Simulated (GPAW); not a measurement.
Runs of GPAW 26.7.0 on MnO. Symmetry: Fm-3m, No. 225, cubic system. The conventional cell has a = 4.448 Å, b = 4.448 Å, c = 4.448 Å, α = 90.00°, β = 90.00°, γ = 90.00°. Mn (site symmetry m-3m) is surrounded by 6 O at 2.22 Å. O (site symmetry m-3m) is surrounded by 6 Mn at 2.22 Å. The cell is a database's computed one.

```csv
task,level,potentials or basis,U,cell,k mesh,cutoff (eV),band path,band points,lines,response ecut,response k mesh,gap on the mesh (eV),pressure (GPa),moment (μB)
band structure,PBEsol,"PAW data sets generated in the run's folder for this functional, pw",-,"Fm-3m, 11.0 Å³/atom",10 × 10 × 10,800,"GXWKGLUWLK,UX",80,-,-,-,-,-5.9,4.72
band structure,vdW-DF,"GPAW PAW data sets (gpaw-data 1.2.1), pw",-,"Fm-3m, 11.0 Å³/atom",7 × 7 × 7,800,"GXWKGLUWLK,UX",60,-,-,-,-,-,4.72
band structure,PBEsol+U,"PAW data sets generated in the run's folder for this functional, pw",Mn d U = 6 eV,"Fm-3m, 11.0 Å³/atom",10 × 10 × 10,800,"GXWKGLUWLK,UX",80,-,-,-,0.57,(b),(a)
magnons,LDA,"the program's PAW data sets (release 1.2.1) made for this functional, pw",-,"Fm-3m, 11.44 Å³/atom",8 × 8 × 8,550,-,-,2,150 eV,8 × 8 × 8,none,-,4.67
band structure,LDA,"PAW data sets generated in the run's folder for this functional, pw",-,"Fm-3m, 11.0 Å³/atom",7 × 7 × 7,800,"GXWKGLUWLK,UX",80,-,-,-,-,-15.4,4.57
single point,PBEsol,"PAW data sets generated in the run's folder for this functional, pw",-,"Fm-3m, 11.0 Å³/atom",10 × 10 × 10,800,-,-,-,-,-,none,-5.9,4.72
```

Alike in all rows: spin collinear, ferromagnetic start; smearing fermi-dirac 0.05 eV.

**Question.** Estimate the missing entries.

**Answer.** (a) 5.00; (b) 4.9.

Caveats: a cell with one magnetic atom can't hold antiferromagnetic order, which such compounds often take; semilocal functionals often make such compounds metallic where correlation or magnetic order opens a gap, which also shifts bond lengths (some runs); the PAW data sets were made with another functional, which shifts forces and pressure a little (some runs); the number of bands moves the energies at small q by some ten meV (some runs); the exchange constants hang on this mesh and on the site radius (some runs); magnon energies are noisy on this mesh (some runs); so large a pressure means that the cell lies far from this level's equilibrium, or that cutoff or potentials fall short (some runs).

A gap of «none» marks a metal or a gap under the smearing width.
